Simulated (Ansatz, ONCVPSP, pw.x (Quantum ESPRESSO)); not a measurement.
## phosphorus (P) (diamond): variants of one ONCV potential in the solid

```json
{
  "Element": "P (Z = 15)",
  "Generator": "ONCVPSP 4.0.1.1 (patched build)",
  "Type": "optimised norm-conserving Vanderbilt (ONCV)",
  "Functional": "PBE",
  "Relativity": "scalar-relativistic",
  "Frozen core": "[Ne]",
  "Valence charge": "5",
  "Reference configuration": "3s2 3p3",
  "Partial waves": "3s: rc 1.35 bohr, ncon 4, nbas 7, qcut 4.6 1/bohr, 2 projectors, debl 1.9 Ha; 3p: rc 1.90 bohr, ncon 3, nbas 8, qcut 4.8 1/bohr, 2 projectors, debl 1.4 Ha; d scattering state at 0.04 Ha: rc 1.90 bohr, ncon 5, nbas 8, qcut 4.5 1/bohr, 2 projectors, debl 2 Ha",
  "Local potential": "polynomial inside 1.25 bohr (lpopt 5, dvloc0 3 Ha)",
  "Core correction": "Teter function, fcfact 5, rcfact 1.55"
}
```

Crystal test: diamond P in pw.x 7.5, no spin, 8³ k-points, Fermi–Dirac smearing 0.01 Ry, cutoffs set for each file from its atomic test. The reference is all-electron LAPW (Ansatz 0.2.0) with the same functional, mesh and smearing; V0 and B0 come from Birch–Murnaghan fits to the pressures at five volumes. Errors are pseudo minus all-electron; Δ is the rms difference of the E(V) curves that follow from these fits, minima aligned, over ±6 % about the mean V0. Mesh and smearing are coarse, so the numbers serve the comparison and aren't converged zero-temperature values; the lattice is a test structure that the element need not adopt.

All-electron: a0 = 5.504 Å (V0 = 20.84 Å³/atom), B0 = 41.6 GPa.

```csv
change,cutoffs (Ry),pw.x,a0 (Å),a0 error (%),B0 error (%),Δ (meV/atom),mean pressure error (GPa)
base,90/360,converged,5.488,-0.29,-2.6,1.6,-0.34
"local potential polynomial inside 0.95 bohr (lpopt 4, dvloc0 3 Ha)",90/360,converged,5.487,-0.31,-2.7,1.8,-0.37
"local potential polynomial inside 1.00 bohr (lpopt 5, dvloc0 3 Ha)",90/360,converged,5.487,-0.31,-2.7,1.7,-0.37
d: qcut 6.9,90/360,converged,5.488,-0.28,-2.5,1.6,-0.34
"core correction Teter function, fcfact 7, rcfact 1.55",90/360,converged,5.481,-0.42,-3.8,2.3,-0.49
```

Question: Give the row for: core correction Teter function, fcfact 5, rcfact 1.64.

Answer: pw.x: converged; mean pressure error (GPa): -0.53; a0 (Å): 5.479; a0 error (%): -0.45; B0 error (%): -3.5; Δ (meV/atom): 2.5.
